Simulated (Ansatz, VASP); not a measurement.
One calculation of SnTe, two programs

```
Te Sn
1.0
     3.90470    0.00000    0.00000
     0.00000    3.90470    0.00000
     0.00000    0.00000    3.90470
Te Sn
1 1
Cartesian
  1.9524 1.9524 1.9524
  0.0000 0.0000 0.0000
```

Measurements of this composition are mostly on another form, of space group No. 225.

Alike in both runs: task relaxation of cell and atoms; functional PBEsol; dispersion D3(BJ); k mesh 7 × 7 × 7; occupations fermi-dirac, width 0.05 eV; no spin polarisation.

|  | VASP | Ansatz |
| --- | --- | --- |
| version | VASP 6.6.1 | Ansatz 0.2.0 |
| potentials or method | VASP PAW PBE potentials, release 64 (Te, Sn_d) | Ansatz PAW |
| plane-wave cutoff (eV) | 600 | 420 |
| valence electrons in the cell | 20 | 30 |

Ansatz gave:

| Quantity | Value |
| --- | --- |
| gap on the k mesh at the Fermi level, each at its own relaxed structure (eV) | none |
| relaxed volume (Å³/atom) | 25.81 |
| relaxed cell length with the largest relative difference (Å) | 3.724 |
| energy change over the relaxation (meV/atom) | -90 |

Task: What did VASP give for the same quantities?

Result: gap on the k mesh at the Fermi level, each at its own relaxed structure (eV): none; relaxed volume (Å³/atom): 25.86; relaxed cell length with the largest relative difference (Å): 3.726; energy change over the relaxation (meV/atom): -89.

A gap of «none» marks a metal or a gap that the smearing closes. The two sets of potentials don't hold the same shells in valence.

Caveats: pairwise dispersion overbinds metals, which lowers pressure and volume; the PAW data sets were made with another functional, which shifts forces and pressure a little (VASP); the plane-wave basis is chosen anew once the cell has moved, so the energies of steps on either side of that aren't comparable (Ansatz); the PAW data sets come from PBE, with cores solved anew for the run's functional, which leaves a small shift of forces and pressure (Ansatz). The runs have no spin-orbit coupling, so splittings on Te are missing.
